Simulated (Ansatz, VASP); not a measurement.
# One calculation of Ca, two programs

File INCAR:

```
PREC = Accurate ; ENCUT = 520
EDIFF = 1E-6 ; ISMEAR = -1
SIGMA = 0.05 ; LREAL = False
LASPH = True ; NELM = 80
ALGO = Normal ; ISIF = 2
LWAVE = False ; LCHARG = False
GGA = PE ; NBANDS = 11
```

KPOINTS

```
regular mesh
0
Gamma
  8 8 8
```

File POSCAR:

```
Ca
1.0
   -2.2400000000      2.2400000000      2.2400000000
    2.2400000000     -2.2400000000      2.2400000000
    2.2400000000      2.2400000000     -2.2400000000
Ca
1
Direct
    0.0000000000      0.0000000000      0.0000000000
```

input.yaml

```yaml
crystal:
  lattice:
    - [-2.24, 2.24, 2.24]
    - [2.24, -2.24, 2.24]
    - [2.24, 2.24, -2.24]
  atoms:
    - { symbol: Ca, position: [0.0, 0.0, 0.0] }
hamiltonian:
  xc: pbe
  pseudopotentials: { kind: paw }
kpoints:
  mp_grid: { grid: [8, 8, 8] }
scf:
  occupations: { method: fermi_dirac, width: 0.05 }
output:
  forces: true
  stress: true
  eigenvalues: true
```

Change from the starting cell: strain = 0.0.

Alike in both runs: task single point; functional PBE; k mesh 8 × 8 × 8; occupations fermi-dirac, width 0.05 eV; no spin polarisation.

|  | VASP | Ansatz |
| --- | --- | --- |
| version | VASP 6.6.1 | Ansatz 0.2.0 |
| potentials or method | VASP PAW PBE potentials, release 64 (Ca_sv) | Ansatz PAW |
| plane-wave cutoff (eV) | 520 | 420 |
| valence electrons in the cell | 10 | 10 |

|  | VASP | Ansatz | Ansatz less VASP |
| --- | --- | --- | --- |
| gap on the k mesh at the Fermi level (eV) | none | none | - |
| pressure (GPa) | -1.0 | -1.0 | -0.02 |

A gap of «none» marks a metal or a gap that the smearing closes. With one functional, cell and mesh, what is left measures potentials, basis and numerics.
